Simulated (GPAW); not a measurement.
# MoS2 (R3m) in GPAW: settings compared

One crystal, MoS2, is run at these levels: LDA+U, PBE; tasks: single point.

Program: GPAW 26.7.0. These are calculated values, not measurements. Logs are shortened: lines on timing, memory, paths and dates and some standing lists are left out, and cuts for length are marked. The log counts tension as positive stress, the text compression.

## 1. Starting point

It takes space group R3m (No. 160, trigonal). The conventional cell has a = 3.160 Å, b = 3.160 Å, c = 18.450 Å, α = 90.00°, β = 90.00°, γ = 120.00°. Around Mo (site symmetry 3m) lie 6 S at 2.39 Å. S (site symmetry 3m) is surrounded by 3 Mo at 2.39 Å. S (site symmetry 3m) is surrounded by 3 Mo at 2.39 Å.

Measurements of this composition are mostly on another form, of space group No. 194.

## 2. Single point, LDA+U

run.py

```python
from ase.dft.bandgap import bandgap
from ase.io import read, write
from ase.units import GPa
from gpaw import GPAW, PW, setup_paths

setup_paths.insert(0, '.')

atoms = read('POSCAR')

calc = GPAW(mode=PW(500),
            xc='LDA',
            kpts={'size': (8, 8, 8), 'gamma': True},
            occupations={'name': 'fermi-dirac', 'width': 0.05},
            setups={'Mo': ':d,3.0'},
            nbands=25,
            maxiter=120,
            txt='gpaw.txt')
atoms.calc = calc
energy = atoms.get_potential_energy()
forces = atoms.get_forces()
stress = atoms.get_stress()
calc.write('gs.gpw')
write('result.traj', atoms)
print(f'Energy: {energy:.6f} eV')
print('Forces (eV/A):')
print(forces.round(4))
print('Stress (GPa):', (stress / GPa).round(3))
print('Fermi level:', round(calc.get_fermi_level(), 4), 'eV')
print(f'Gap: {bandgap(calc)[0]:.4f} eV, direct: {bandgap(calc, direct=True)[0]:.4f} eV')
```

POSCAR

```
MoS2
1.0
    1.5800000000      0.9122134253      6.1500000000
   -1.5800000000      0.9122134253      6.1500000000
    0.0000000000     -1.8244268506      6.1500000000
Mo S
1 2
Direct
    0.0000000000      0.0000000000      0.0000000000
    0.4170000000      0.4170000000      0.4170000000
    0.2500000000      0.2500000000      0.2500000000
```

Potentials or basis: PAW data sets generated in the run's folder for this functional, pw.

Started as:

```bash
> gpaw-setup -f LDA Mo S
> OMP_NUM_THREADS=1 python run.py
```

gpaw.txt:

```text
__  _  _
 | _ |_)|_||  |
 |__||  | ||/\| - 26.7.0

Input parameters:
  mode=PW(ecut=500.0),
  kpts=MonkhorstPack(size=(8, 8, 8), gamma=True),
  maxiter=120,
  nbands=25,
  occupations=Occupations(name='fermi-dirac', width=0.05),
  setups={'Mo': ':d,3.0'},
  xc=XC(name='LDA')

Diagonalizing LCAO Hamiltonian
Converting LCAO to pw mode

       S

       S

       Mo

Atoms  # Å, Bohr magnetons
|   | symbol |        x |         y |        z |    initial magnetic moments |
|---|--------|----------|-----------|----------|-----------------------------|
| 0 |     Mo | 0.000000 |  0.000000 | 0.000000 | ( 0.0000,  0.0000,  0.0000) |
| 1 |      S | 0.000000 | -0.000000 | 7.693650 | ( 0.0000,  0.0000,  0.0000) |
| 2 |      S | 0.000000 |  0.000000 | 4.612500 | ( 0.0000,  0.0000,  0.0000) |

Unit cell  # Å
| periodic |         x |         y |        z |  lengths |    angles |
|----------|-----------|-----------|----------|----------|-----------|
|      yes |  1.580000 |  0.912213 | 6.150000 | 6.414907 | 28.517500 |
|      yes | -1.580000 |  0.912213 | 6.150000 | 6.414907 | 28.517500 |
|      yes |  0.000000 | -1.824427 | 6.150000 | 6.414907 | 28.517500 |

Number of symmetries: 6
Symmetry operations  # r_c * U_cc + t_c -> r_c
|   | kind |            matrix            |
|---|------|------------------------------|
| 0 |  E   |  1, 0, 0,  0, 1, 0,  0, 0, 1 |
| 1 |  σ   |  1, 0, 0,  0, 0, 1,  0, 1, 0 |
| 2 |  σ   |  0, 1, 0,  1, 0, 0,  0, 0, 1 |
| 3 |  C3  |  0, 1, 0,  0, 0, 1,  1, 0, 0 |
| 4 |  C3  |  0, 0, 1,  1, 0, 0,  0, 1, 0 |
| 5 |  σ   |  0, 0, 1,  0, 1, 0,  1, 0, 0 |

BZ-sampling:
  Number of BZ points: 512
  Number of IBZ points: 65

  Monkhorst-Pack size: [8, 8, 8]
  Monkhorst-Pack shift: [0.0625, 0.0625, 0.0625]

K-points  # in reciprocal-cell coordinates
|     |                                coordinates |     weight |
|-----|--------------------------------------------|------------|
|   0 | (  0.00000000,   0.00000000,   0.00000000) | 0.00195312 |
|   1 | (  0.12500000,   0.00000000,  -0.12500000) | 0.01171875 |
|   2 | (  0.12500000,   0.00000000,   0.00000000) | 0.01171875 |
|   3 | (  0.12500000,   0.12500000,  -0.12500000) | 0.01171875 |
|   4 | (  0.12500000,   0.12500000,   0.00000000) | 0.01171875 |
|   5 | (  0.12500000,   0.12500000,   0.12500000) | 0.00390625 |
|   6 | (  0.25000000,  -0.12500000,  -0.12500000) | 0.01171875 |
|   7 | (  0.25000000,   0.00000000,  -0.25000000) | 0.01171875 |
|   8 | (  0.25000000,   0.00000000,  -0.12500000) | 0.02343750 |
|   9 | (  0.25000000,   0.00000000,   0.00000000) | 0.01171875 |
| ... |                                            |            |
|  64 | (  0.50000000,   0.50000000,   0.50000000) | 0.00195312 |

Plane wave coefficients: 1367
Cutoff: 500.0 eV

Spin-components: 1 (collinear spins)
Bands:           25
Projectors:      16
Spin-degeneracy: 2
Datatype:        complex128

Parallelization:
  kpt:    1
  domain: 1
  band:   1

Density:
  Valence electrons: 26.0
  Components: 1
  Grid points: [35 35 35]
  Charge: 0.0  # |e|

Potential:
  Grid points: [35 35 35]

species:
  Mo:
    name:    Molybdenum
    Z:       42.0
    valence: 14
    core:    28
    charge:  0.0  # [|e|]
    Hubbard: {U: 3.0,  # eV
              l: 2,
              scale: True}
    compensation charges:
      type: gauss
      rc: 0.38  # [Å]
      lmax: 2
    cutoffs:
      filter: 2.16  # [Å]
      core: 1.42  # [Å]
    projectors
    | kind |    occ | energy [eV] | rcut [Å] |
    |------|--------|-------------|----------|
    |   4s |  2.000 |     -64.384 |    1.238 |
    |   5s |  1.000 |      -4.319 |    1.238 |
    |   4p |  6.000 |     -38.595 |    1.296 |
    |   5p |  0.000 |      -1.161 |    1.296 |
    |   4d |  5.000 |      -3.933 |    1.296 |
    |    d |        |      23.278 |    1.296 |

    Using partial waves for Mo as LCAO basis

  S:
    name:    Sulfur
    Z:       16.0
    valence: 6
    core:    10
    charge:  0.0  # [|e|]
    compensation charges:
      type: gauss
      rc: 0.24  # [Å]
      lmax: 2
    cutoffs:
      filter: 1.77  # [Å]
      core: 1.66  # [Å]
    projectors
    | kind |    occ | energy [eV] | rcut [Å] |
    |------|--------|-------------|----------|
    |   3s |  2.000 |     -17.278 |    0.974 |
    |   3p |  4.000 |      -7.106 |    0.979 |
    |    s |        |       9.933 |    0.974 |
    |    p |        |      20.105 |    0.979 |
    |    d |        |       0.000 |    0.900 |

    Using partial waves for S as LCAO basis

Reference energy: -131668.980924  # eV

eigensolver:
  PPCG
  Converge bands: occupied
  niter=2

density mixing:
  MSR1-Mixer
  Pratt-step length: 0.05
  Maximum mixing coefficient: 0.75
  Old densities: 10
  SVD Regularization: 0.005
  Good broyden scale: 1.0
  Trust region scale: 1.0
  Backstep threshold: 4.0
  History deletion threshold: 6.0
  Fourier metric: weight=20.0, sigma=0.015

occupation numbers:
  Fermi-Dirac:
    width: 0.0500  # eV

poisson solver:
  ecut: 4000.0  # eV

xc functional:
  name: None

convergence criteria:
- Maximum [total energy] change in last 3 cyles: 0.0005 eV / valence electron
- Maximum integral of absolute [dens]ity change: 0.0001 electrons / valence electron
- Maximum integral of absolute [eigenst]ate change: 4e-08 eV^2 / valence electron
maximum number of iterations: 120

SCF iterations
|iter     | |      energy | eigst |  dens |
|---------|-|-------------|-------|-------|
|iter:   1| |  -22.699626 | +0.33 |       |
|iter:   2| |  -22.209070 | -1.59 | -1.00 |
|iter:   3| |  -21.135790 | -1.28 | -1.06 |
|iter:   4| |  -21.100178 | -2.47 | -1.54 |
|iter:   5| |  -21.097650 | -3.24 | -1.88 |
|iter:   6| |  -21.096368c| -4.22 | -2.42 |
|iter:   7| |  -21.096407c| -5.06 | -2.99 |
|iter:   8| |  -21.096400c| -5.86 | -3.32 |
|iter:   9| |  -21.096411c| -6.30 | -3.60 |
|iter:  10| |  -21.096416c| -6.92 | -4.13c|
|iter:  11| |  -21.096417c| -8.12c| -4.61c|

Converged in 11 steps
Energy contributions relative to reference atoms: (reference = -131668.980924)

Energy contributions:
  Kinetic:           0.214721
  Coulomb:          -5.817996
  Zero:             -0.153350
  External:          0.000000
  Xc:              -15.339791
  Entropy:          -0.000002
  Spinorbit:         0.000000
  ----------------------------
  Free energy:     -21.096417
  Extrapolated:    -21.096417

dipole moment: (0.000000, 0.000000, -86.427820)  # |e|*Ang

Fermi level: 8.450
Eigenvalues  # (at kpt = [0.000, 0.000, 0.000])
| band index |      eig [eV] | occ [0-2] |
|------------|---------------|-----------|
|          0 |       -53.404 |     2.000 |
|        ... |               |           |
|          5 |        -5.225 |     2.000 |
|          6 |         1.066 |     2.000 |
|          7 |         4.640 |     2.000 |
|          8 |         4.640 |     2.000 |
|          9 |         5.842 |     2.000 |
|         10 |         5.842 |     2.000 |
[... 8 lines left out ...]
|         19 |        16.375 |     0.000 |
|         20 |        18.158 |     0.000 |
|        ... |               |           |
|         24 |        20.934 |     0.000 |

Gap: 1.011 eV
Transition (v -> c):
  (s=0, k=64, n=12, [0.50, 0.50, 0.50]) -> (s=0, k=8, n=13, [0.25, 0.00, -0.12])
Direct/indirect transitions are different
Direct gap: 1.897 eV
Transition at: (s=0, k=22, n=12, [0.38, 0.00, -0.38])

Forces  # eV/Ang
|       x |        y |        z |
|---------|----------|----------|
| 0.00000 |  0.00000 |  0.08043 |  # Mo   0
| 0.00000 | -0.00000 | -0.01903 |  # S    1
| 0.00000 | -0.00000 | -0.06141 |  # S    2

Stress tensor  # eV/Ang^3
|         x |         y |         z |
|-----------|-----------|-----------|
|  0.021525 |  0.000000 | -0.000000 |
|  0.000000 |  0.021525 | -0.000000 |
| -0.000000 | -0.000000 |  0.006835 |

# Writing to gs.gpw (mode='')
```

Wall time 1.8 min (1 thread of Intel Xeon Platinum 8488C (Sapphire Rapids), shared host); peak memory 0.25 GiB.

What came out:

* Free energy: -21.0964 eV
* Pressure: -2.7 GPa
* Largest force: 0.080 eV/Å
* Band gap on the k mesh: 1.01 eV, indirect (least direct gap 1.90 eV)

Forces in eV/Å, atoms in the order of the input:
```
Mo   0.000  0.000  0.080
S    0.000  0.000 -0.019
S    0.000  0.000 -0.061
```

Caveat: the cutoff is short for stress and forces, so pressures can be off by a GPa or more; the program warned that so skewed a cell can give wrong results.

## 3. Single point, PBE

run.py, as its differences from that of step 2:

```diff
@@ -1,15 +1,20 @@
+from ase import Atoms
 from ase.dft.bandgap import bandgap
-from ase.io import read, write
+from ase.io import write
 from ase.units import GPa
-from gpaw import GPAW, PW, setup_paths
+from gpaw import GPAW, PW
 
-setup_paths.insert(0, '.')
-
-atoms = read('POSCAR')
+atoms = Atoms(['Mo', 'S', 'S'],
+              cell=[[1.58, 0.9122134253, 6.15],
+                    [-1.58, 0.9122134253, 6.15],
+                    [0.0, -1.8244268506, 6.15]],
+              scaled_positions=[[0.0, 0.0, 0.0],
+                                [0.417, 0.417, 0.417],
+                                [0.25, 0.25, 0.25]],
+              pbc=True)
 
 calc = GPAW(mode=PW(500),
-            xc='LDA',
+            xc='PBE',
             kpts={'size': (8, 8, 8), 'gamma': True},
             occupations={'name': 'fermi-dirac', 'width': 0.05},
-            setups={'Mo': ':d,3.0'},
             nbands=25,
```

Potentials or basis: GPAW PAW data sets (gpaw-data 1.2.1), pw.

Started as:

```bash
> OMP_NUM_THREADS=1 python run.py
```

gpaw.txt:

```text
__  _  _
 | _ |_)|_||  |
 |__||  | ||/\| - 26.7.0

Input parameters:
  mode=PW(ecut=500.0),
  kpts=MonkhorstPack(size=(8, 8, 8), gamma=True),
  maxiter=120,
  nbands=25,
  occupations=Occupations(name='fermi-dirac', width=0.05),
  xc=XC(name='PBE')

Diagonalizing LCAO Hamiltonian
Converting LCAO to pw mode

       S

       S

       Mo

Atoms  # Å, Bohr magnetons
|   | symbol |        x |         y |        z |    initial magnetic moments |
|---|--------|----------|-----------|----------|-----------------------------|
| 0 |     Mo | 0.000000 |  0.000000 | 0.000000 | ( 0.0000,  0.0000,  0.0000) |
| 1 |      S | 0.000000 | -0.000000 | 7.693650 | ( 0.0000,  0.0000,  0.0000) |
| 2 |      S | 0.000000 |  0.000000 | 4.612500 | ( 0.0000,  0.0000,  0.0000) |

Unit cell  # Å
| periodic |         x |         y |        z |  lengths |    angles |
|----------|-----------|-----------|----------|----------|-----------|
|      yes |  1.580000 |  0.912213 | 6.150000 | 6.414907 | 28.517500 |
|      yes | -1.580000 |  0.912213 | 6.150000 | 6.414907 | 28.517500 |
|      yes |  0.000000 | -1.824427 | 6.150000 | 6.414907 | 28.517500 |

Number of symmetries: 6
Symmetry operations  # r_c * U_cc + t_c -> r_c
|   | kind |            matrix            |
|---|------|------------------------------|
| 0 |  E   |  1, 0, 0,  0, 1, 0,  0, 0, 1 |
| 1 |  σ   |  1, 0, 0,  0, 0, 1,  0, 1, 0 |
| 2 |  σ   |  0, 1, 0,  1, 0, 0,  0, 0, 1 |
| 3 |  C3  |  0, 1, 0,  0, 0, 1,  1, 0, 0 |
| 4 |  C3  |  0, 0, 1,  1, 0, 0,  0, 1, 0 |
[... 131 lines left out ...]
maximum number of iterations: 120

SCF iterations
|iter     | |      energy | eigst |  dens |
|---------|-|-------------|-------|-------|
|iter:   1| |  -23.666673 | +0.34 |       |
|iter:   2| |  -23.132757 | -1.58 | -0.98 |
|iter:   3| |  -22.069441 | -1.26 | -1.05 |
|iter:   4| |  -22.048677 | -2.42 | -1.52 |
|iter:   5| |  -22.051690 | -3.03 | -1.82 |
|iter:   6| |  -22.048022c| -3.94 | -2.20 |
|iter:   7| |  -22.048021c| -4.76 | -2.92 |
|iter:   8| |  -22.047998c| -5.76 | -3.31 |
|iter:   9| |  -22.047993c| -6.43 | -3.59 |
|iter:  10| |  -22.047993c| -7.77c| -4.33c|

Converged in 10 steps
Energy contributions relative to reference atoms: (reference = -131849.312427)

Energy contributions:
  Kinetic:           3.444116
  Coulomb:          -8.760838
  Zero:             -0.159170
  External:          0.000000
  Xc:              -16.572101
  Entropy:          -0.000001
  Spinorbit:         0.000000
  ----------------------------
  Free energy:     -22.047994
  Extrapolated:    -22.047993

dipole moment: (0.000000, 0.000000, -86.181345)  # |e|*Ang

Fermi level: 8.778
Eigenvalues  # (at kpt = [0.000, 0.000, 0.000])
| band index |      eig [eV] | occ [0-2] |
|------------|---------------|-----------|
|          0 |       -53.288 |     2.000 |
|        ... |               |           |
|          5 |        -5.072 |     2.000 |
|          6 |         1.362 |     2.000 |
|          7 |         4.887 |     2.000 |
|          8 |         4.887 |     2.000 |
|          9 |         6.022 |     2.000 |
|         10 |         6.022 |     2.000 |
[... 8 lines left out ...]
|         19 |        16.823 |     0.000 |
|         20 |        18.447 |     0.000 |
|        ... |               |           |
|         24 |        21.358 |     0.000 |

Gap: 1.020 eV
Transition (v -> c):
  (s=0, k=64, n=12, [0.50, 0.50, 0.50]) -> (s=0, k=8, n=13, [0.25, 0.00, -0.12])
Direct/indirect transitions are different
Direct gap: 2.001 eV
Transition at: (s=0, k=22, n=12, [0.38, 0.00, -0.38])

Forces  # eV/Ang
|       x |        y |        z |
|---------|----------|----------|
| 0.00000 |  0.00000 |  0.08693 |  # Mo   0
| 0.00000 | -0.00000 |  0.44189 |  # S    1
| 0.00000 |  0.00000 | -0.52872 |  # S    2

Stress tensor  # eV/Ang^3
|         x |         y |         z |
|-----------|-----------|-----------|
| -0.027613 |  0.000000 | -0.000000 |
|  0.000000 | -0.027613 |  0.000000 |
| -0.000000 |  0.000000 | -0.042811 |

# Writing to gs.gpw (mode='')
```

stdout:

```text
<dir> UserWarning: The angles between your unit-cell vectors are 28.5, 28.5 and 28.5 degrees.  Results may be wrong!  Please Niggli-reduce your unit-cell so that the angles are closer to 90 degrees:

  from ase.build import niggli_reduce
  niggli_reduce(atoms)

  warnings.warn(
Energy: -22.047993 eV
Forces (eV/A):
[[ 0.      0.      0.0869]
 [ 0.     -0.      0.4419]
 [ 0.      0.     -0.5287]]
Stress (GPa): [-4.424 -4.424 -6.859  0.    -0.     0.   ]
Fermi level: 8.7776 eV
Gap: 1.0195 eV, direct: 2.0006 eV
```

Run time: 2.8 min. Hardware: 1 thread of Intel Xeon Platinum 8259CL at 2.50GHz (Skylake/Cascade Lake), shared host; peak memory 0.25 GiB.

Results:

```
Free energy            : -22.0480 eV
Pressure               : 5.2 GPa
Largest force          : 0.529 eV/Å
Band gap on the k mesh : 1.02 eV, indirect (least direct gap 2.00 eV)
```

Forces in eV/Å, atoms in the order of the input:
```
Mo   0.000  0.000  0.087
S    0.000  0.000  0.442
S    0.000  0.000 -0.529
```

Levels at points of the mesh, in eV from the valence-band top:
| k point | band 10 | band 11 | band 12 | band 13 | band 14 | band 15 | band 16 | band 17 |
| --- | --- | --- | --- | --- | --- | --- | --- | --- |
| (0.00, 0.00, 0.00) | -2.32 | -2.32 | -1.26 | -1.17 | 2.01 | 2.01 | 2.43 | 2.43 |
| (0.50, 0.00, 0.00) | -4.04 | -2.34 | -1.67 | -1.49 | 1.55 | 1.98 | 3.45 | 3.48 |
| (0.50, 0.50, 0.00) | -3.96 | -2.91 | -1.85 | -1.32 | 1.50 | 2.10 | 2.99 | 3.89 |
| (0.50, 0.50, 0.50) | -3.47 | -2.29 | -2.29 | 0.00 | 2.11 | 2.11 | 2.30 | 2.30 |

Caveat: the cutoff is short for stress and forces, so pressures can be off by a GPa or more; the program warned that so skewed a cell can give wrong results. As with any semilocal functional, this PBE gap is likely too small.
